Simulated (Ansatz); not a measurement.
# MgB2 (P6/mmm) in Ansatz: further runs

Runs on MgB2. Level: r2SCAN. Tasks: single point, equation of state.

Everything below comes from runs of Ansatz 0.2.0. Logs are shortened: lines on timing, memory, paths and dates and some standing lists are left out, and cuts for length are marked.

## (1) The crystal as given

Symmetry: P6/mmm, No. 191, hexagonal system. The conventional cell has a = 3.085 Å, b = 3.085 Å, c = 3.523 Å, α = 90.00°, β = 90.00°, γ = 120.00°. Around Mg (site symmetry 6/mmm) lie 12 B at 2.51 Å. Around B (site symmetry -6m2) lie 3 B at 1.78 Å.

## (2) Single point, r2SCAN, 9.10 Å³/atom (volume scaled by 0.94)

File input.yaml:

```yaml
crystal:
  lattice:
    - [3.0220231454, 0.0, 0.0]
    - [-1.5110115727, 2.6171488148, 0.0]
    - [0.0, 0.0, 3.451081861]
  atoms:
    - { symbol: Mg, position: [0.0, 0.0, 0.0] }
    - { symbol: B, position: [0.6666666667, 0.3333333333, 0.5] }
    - { symbol: B, position: [0.3333333333, 0.6666666667, 0.5] }
hamiltonian:
  xc: r2scan
  pseudopotentials: { kind: paw }
kpoints:
  mp_grid: { grid: [10, 10, 8] }
scf:
  occupations: { method: fermi_dirac, width: 0.05 }
output:
  forces: true
  stress: true
  eigenvalues: true
```

Potentials or basis: Ansatz PAW.

On the command line:

```bash
$ ansatz run input.yaml --threads 2 --pin off --max-ram 5632MiB --backend cpu --events-out ev --progress --plain --runs-dir out
```

What it wrote:

```text
Warning: RAYON_NUM_THREADS=2 ignored (pool sized by the plan → 2); use --threads N
Engine: ansatz 0.2.0, aarch64-unknown-linux-gnu
Pseudopotentials: kind: paw
Pseudopotential: Mg, paw, valence charge 10, recommended cutoff 500 eV (meta_gga), Mg.paw.azcp
Pseudopotential: B, paw, valence charge 3, recommended cutoff 500 eV (meta_gga), B.paw.azcp
Functional definition: r2SCAN
  parameter k0 = 0.174
  parameter k1 = 0.065
  parameter a1 = 4.9479
  exchange = r2scan_x(k0 = k0, k1 = k1, a1 = a1)
  correlation = r2scan_c
Crystal: 3 atoms, lattice volume = 27.295 Å³
Basis set: ecut = 500 eV, 709 PW (Γ), exchange–correlation on 96×96×108 points (64 copies of the dense FFT grid, shifted against one another)
Bands: 12, of which v1, the nominal top of the filled ones, is band 8 counted from 1 (7 counted from 0)
Symmetry: 24 space group operations
Space group: P6/mmm (ITA 191), of the structure as read, at distance tolerance 3.0e-5 Å
k-points: 70 of 800
Non-local potential: Mg, projectors of the file, l = 0: 3, l = 1: 2, l = 2: 1
Non-local potential: B, projectors of the file, l = 0: 2, l = 1: 2, l = 2: 1
PAW form: soft (Blöchl's): semilocal exchange-correlation on the pseudo side does not see the compensation charge
PAW frozen core: Mg, regenerated for the run's functional (the file was generated under x = pbe(κ = 0.804, μ = 0.2195149727645171), c = pbe(β = 0.06672455060314922))
PAW frozen core: B, regenerated for the run's functional (the file was generated under x = pbe(κ = 0.804, μ = 0.2195149727645171), c = pbe(β = 0.06672455060314922))
PAW one-centre angular grid: Mg, 302 points (default); XC on 224 Gauss nodes
PAW one-centre angular grid: B, 302 points (default); XC on 160 Gauss nodes
Initial density: superposition of atomic densities (neutral atoms: chi_scale 0, normalization atom), corrected by the library's trained network
Initial wavefunctions: pseudopotential atomic-orbital guess
Functional: x = r2scan, c = r2scan; τ floored in thin density (d = 2e-4 eV/Å³)
SCF iter   1: F=—  HF=-2239.959735 eV  |F-HF|=—  |Δ(HF+E_count)|=         —  Δρ=7.49e-3  dr2=5.61e-3  dr2_τ=2.53e-1  ethr=1.77e-3  ⟨swp⟩=5.6  Hψ=4930  notcnv=0
preconditioner: auto → none  [metal: Δε(μ)=0.098 eV  Ē_g=12.454 eV  σ=0.050 eV  W_gap=0.38  n_scr=8 (ndim 8)  ℏωp=20.1 eV  f_vac=0.000  D(μ)=0.72/eV (n_scr^D=2)  sad-step TF]
SCF iter   2: F=—  HF=-2240.026497 eV  |F-HF|=—  |Δ(HF+E_count)|=   6.68e-2  Δρ=4.25e-3  dr2=2.99e-3  dr2_τ=5.32e-5  ethr=3.51e-5  ⟨swp⟩=2.0  Hψ=2241  notcnv=0
SCF iter   3: F=—  HF=-2240.027220 eV  |F-HF|=—  |Δ(HF+E_count)|=   7.22e-4  Δρ=1.13e-3  dr2=2.53e-4  dr2_τ=1.03e-5  ethr=1.87e-5  ⟨swp⟩=2.3  Hψ=1385  notcnv=0
SCF iter   4: F=—  HF=-2240.027215 eV  |F-HF|=—  |Δ(HF+E_count)|=   4.97e-6  Δρ=2.37e-4  dr2=1.05e-5  dr2_τ=9.82e-7  ethr=1.58e-6  ⟨swp⟩=2.2  Hψ=1106  notcnv=0
SCF iter   5: F=—  HF=-2240.027220 eV  |F-HF|=—  |Δ(HF+E_count)|=   5.54e-6  Δρ=4.21e-5  dr2=2.38e-7  dr2_τ=1.96e-8  ethr=6.57e-8  ⟨swp⟩=2.3  Hψ=1087  notcnv=0
SCF iter   6: F=-2240.027221 eV  HF=-2240.027221 eV  |F-HF|=4.73e-9  |Δ(HF+E_count)|=   3.57e-7  Δρ=6.12e-6  dr2=1.48e-8  dr2_τ=1.36e-10  ethr=6.25e-10  ⟨swp⟩=5.1  Hψ=3843  notcnv=0
SCF 1 converged in 6 iterations: F = -2240.027221 eV  dr2 = 1.48e-8
SCF converged after 6 iterations
Free energy (F): -2240.027221 eV
Harris-Foulkes:  -2240.027221 eV  (|F-HF|=4.73e-9)
Internal energy: -2240.021123 eV  (E = F + TS)
E sigma→0 (E₀):  -2240.024172 eV
Entropy (-TS):   -0.006098 eV (-2.033 meV/atom)
Fermi energy:    9.980103 eV
--- Per-component energies (eV) ---
  E_band       = -299.301395
  E_kinetic    = 176.529759
  E_local      = -1494.051039  (includes V_loc(G=0)·N_el)
  E_nonlocal   = 118.186155
  E_hartree    = 532.749310
  E_xc         = -91.852242
  E_vxc        = -124.469866  (∫ρ·V_xc dr)
  E_paw        = -455.718327  (= ΣΔE_a)
  E_vpaw       = -47.519318  (= ΣTr[D̂ρ^β])
  E_aug_tail   = -0.000005  (compensation charges beyond the density's cutoff)
  E_vtau       = 6.523205  (kinetic-family band-sum trace: ∫τ·v_τ [+ j·A + Jᵃ·Aᵃ] dr)
  E_ewald      = -1025.801641
  E_core_change = -0.063092  (= ΣΔE_core)
  E_smearing   = -0.006098  (= −TS)
  E_closure    = -0.000000  (closes the sum)
  Σ components = -2240.027221   (vs F -2240.027221, Δ=0.00e0)
--- Forces (eV/Å), atoms counted from 1 ---
  atom   1  Mg    -0.00000000    -0.00000000     0.00000000
  atom   2  B     -0.00000000    -0.00000000     0.00000000
  atom   3  B      0.00000000     0.00000000     0.00000000
  max |Σ_I F_I| component: 1.85e-17 eV/Å
--- Stress (GPa, compression-positive) ---
        9.460484       0.000000       0.000000
       -0.000000       9.460484       0.000000
        0.000000       0.000000       5.820013
  P = ⅓ Tr σ = 8.2470 GPa (82.470 kbar)
--- Band table (eV; the first three rows and the last of 70) ---
  k-point 0: bands = ["-68.1341", "-33.2329", "-33.2329", "-33.2191", "-3.6743", "6.6817", "10.3715", "10.3715", "12.0702", "16.8471", "16.8471", "19.0922"]
  k-point 1: bands = ["-68.1341", "-33.2327", "-33.2327", "-33.2206", "-3.5279", "5.6715", "10.4298", "10.4298", "13.4382", "16.8850", "16.8850", "19.0637"]
  k-point 2: bands = ["-68.1340", "-33.2325", "-33.2325", "-33.2241", "-3.1193", "3.9409", "10.5765", "10.5765", "16.2393", "16.9803", "16.9803", "18.9954"]
  k-point 69: bands = ["-68.1289", "-33.2710", "-33.2615", "-33.2190", "2.1728", "3.5074", "4.5846", "6.9644", "8.4861", "14.6667", "22.0159", "22.5408"]
```

Run time: 1.9 s. Hardware: 2 threads of Arm Neoverse V1, shared host; peak memory 0.36 GiB.

What came out:

```yaml
Free_energy: -2240.0272 eV
Pressure: 8.2 GPa
Band_gap_on_the_k_mesh: none (metal or under the smearing width)
```

Caveat: the PAW data sets come from PBE, with cores solved anew for the run's functional, which leaves a small shift of forces and pressure.

## (3) Single point, r2SCAN, 9.29 Å³/atom (volume scaled by 0.96)

input.yaml, as its differences from that of step 2:

```diff
@@ -2,5 +2,5 @@
   lattice:
-    - [3.0220231454, 0.0, 0.0]
-    - [-1.5110115727, 2.6171488148, 0.0]
-    - [0.0, 0.0, 3.451081861]
+    - [3.0433056997, 0.0, 0.0]
+    - [-1.5216528499, 2.6355800475, 0.0]
+    - [0.0, 0.0, 3.4753860551]
   atoms:
@@ -20 +20,5 @@
   eigenvalues: true
+  write_density: true
+  write_potential: true
+  elf: true
+  volumetric_format: npy
```

Potentials or basis: Ansatz PAW.

On the command line:

```bash
$ ansatz run input.yaml --threads 2 --pin off --max-ram 5632MiB --backend cpu --events-out ev --progress --plain --runs-dir out
```

Wall time 2.4 s (2 threads of Arm Neoverse V1, shared host); peak memory 0.36 GiB.

The run converged. Its results:

```
Free energy            : -2240.0502 eV
Pressure               : 4.5 GPa
Band gap on the k mesh : none (metal or under the smearing width)
```

Caveat: the PAW data sets come from PBE, with cores solved anew for the run's functional, which leaves a small shift of forces and pressure.

## (4) Single point, r2SCAN, 9.49 Å³/atom (volume scaled by 0.98)

input.yaml, as its differences from that of step 3:

```diff
@@ -2,5 +2,5 @@
   lattice:
-    - [3.0433056997, 0.0, 0.0]
-    - [-1.5216528499, 2.6355800475, 0.0]
-    - [0.0, 0.0, 3.4753860551]
+    - [3.0642946782, 0.0, 0.0]
+    - [-1.5321473391, 2.653757036, 0.0]
+    - [0.0, 0.0, 3.4993549923]
   atoms:
@@ -20,5 +20 @@
   eigenvalues: true
-  write_density: true
-  write_potential: true
-  elf: true
-  volumetric_format: npy
```

On the command line:

```bash
$ ansatz run input.yaml --threads 2 --pin off --max-ram 5632MiB --backend cpu --events-out ev --progress --plain --runs-dir out
```

Wall time 1.9 s (2 threads of Arm Neoverse V1, shared host); peak memory 0.36 GiB.

It converged, with:

- Free energy: -2240.0601 eV
- Pressure: 1.0 GPa
- Band gap on the k mesh: none (metal or under the smearing width)

Caveat: the PAW data sets come from PBE, with cores solved anew for the run's functional, which leaves a small shift of forces and pressure.

## (5) Single point, r2SCAN, 9.68 Å³/atom

input.yaml, as its differences from that of step 4:

```diff
@@ -2,5 +2,5 @@
   lattice:
-    - [3.0642946782, 0.0, 0.0]
-    - [-1.5321473391, 2.653757036, 0.0]
-    - [0.0, 0.0, 3.4993549923]
+    - [3.085, 0.0, 0.0]
+    - [-1.5425, 2.6716883707, 0.0]
+    - [0.0, 0.0, 3.523]
   atoms:
```

On the command line:

```bash
$ ansatz run input.yaml --threads 2 --pin off --max-ram 5632MiB --backend cpu --events-out ev --progress --plain --runs-dir out
```

It took 1.9 s on 2 threads of Arm Neoverse V1, shared host; peak memory 0.36 GiB.

The run converged. Its results:

* Free energy: -2240.0580 eV
* Pressure: -2.1 GPa
* Band gap on the k mesh: none (metal or under the smearing width)

Caveat: the PAW data sets come from PBE, with cores solved anew for the run's functional, which leaves a small shift of forces and pressure.

## (6) Single point, r2SCAN, 9.87 Å³/atom (volume scaled by 1.02)

input.yaml, as its differences from that of step 5:

```diff
@@ -2,5 +2,5 @@
   lattice:
-    - [3.085, 0.0, 0.0]
-    - [-1.5425, 2.6716883707, 0.0]
-    - [0.0, 0.0, 3.523]
+    - [3.105431059, 0.0, 0.0]
+    - [-1.5527155295, 2.6893821868, 0.0]
+    - [0.0, 0.0, 3.5463318058]
   atoms:
```

Potentials or basis: Ansatz PAW.

On the command line:

```bash
$ ansatz run input.yaml --threads 2 --pin off --max-ram 5632MiB --backend cpu --events-out ev --progress --plain --runs-dir out
```

It took 1.9 s on 2 threads of Arm Neoverse V1, shared host; peak memory 0.36 GiB.

Results (log left out):

* Free energy: -2240.0452 eV
* Pressure: -5.0 GPa
* Band gap on the k mesh: none (metal or under the smearing width)

Caveat: the PAW data sets come from PBE, with cores solved anew for the run's functional, which leaves a small shift of forces and pressure.

## (7) Single point, r2SCAN, 10.07 Å³/atom (volume scaled by 1.04)

input.yaml, as its differences from that of step 6:

```diff
@@ -2,5 +2,5 @@
   lattice:
-    - [3.105431059, 0.0, 0.0]
-    - [-1.5527155295, 2.6893821868, 0.0]
-    - [0.0, 0.0, 3.5463318058]
+    - [3.1255967608, 0.0, 0.0]
+    - [-1.5627983804, 2.7068461969, 0.0]
+    - [0.0, 0.0, 3.5693605797]
   atoms:
```

On the command line:

```bash
$ ansatz run input.yaml --threads 2 --pin off --max-ram 5632MiB --backend cpu --events-out ev --progress --plain --runs-dir out
```

Wall time 1.9 s (2 threads of Arm Neoverse V1, shared host); peak memory 0.37 GiB.

It converged, with:

- Free energy: -2240.0225 eV
- Pressure: -7.6 GPa
- Band gap on the k mesh: none (metal or under the smearing width)

Caveat: the PAW data sets come from PBE, with cores solved anew for the run's functional, which leaves a small shift of forces and pressure.

## (8) Single point, r2SCAN, 10.26 Å³/atom (volume scaled by 1.06)

input.yaml, as its differences from that of step 7:

```diff
@@ -2,5 +2,5 @@
   lattice:
-    - [3.1255967608, 0.0, 0.0]
-    - [-1.5627983804, 2.7068461969, 0.0]
-    - [0.0, 0.0, 3.5693605797]
+    - [3.1455055572, 0.0, 0.0]
+    - [-1.5727527786, 2.7240877203, 0.0]
+    - [0.0, 0.0, 3.5920959734]
   atoms:
```

On the command line:

```bash
$ ansatz run input.yaml --threads 2 --pin off --max-ram 5632MiB --backend cpu --events-out ev --progress --plain --runs-dir out
```

It took 1.9 s on 2 threads of Arm Neoverse V1, shared host; peak memory 0.37 GiB.

The run converged. Its results:

```
Free energy            : -2239.9907 eV
Pressure               : -9.9 GPa
Band gap on the k mesh : none (metal or under the smearing width)
```

Caveat: the PAW data sets come from PBE, with cores solved anew for the run's functional, which leaves a small shift of forces and pressure.

## (9) Equation of state, r2SCAN

Potentials or basis: Ansatz PAW.

This step only gathers the single runs of the series.

What came out:

```yaml
Equilibrium_volume: 9.55 Å³/atom
Bulk_modulus_at_fixed_shape_and_positions: 157 GPa
Pressure_derivative_of_the_bulk_modulus: 3.6
```

Energy against volume, from the lowest point:
| volume (Å³/atom) | energy (meV/atom) |
| --- | --- |
| 9.098 | 10.94 |
| 9.292 | 3.30 |
| 9.485 | 0.00 |
| 9.679 | 0.67 |
| 9.873 | 4.95 |
| 10.066 | 12.53 |
| 10.260 | 23.11 |

Caveat: the cell was scaled at fixed shape and fractional positions, which overstates the stiffness of a crystal with free parameters, most of all of layers and chains; the PAW data sets were made with another functional, which shifts forces and pressure a little.
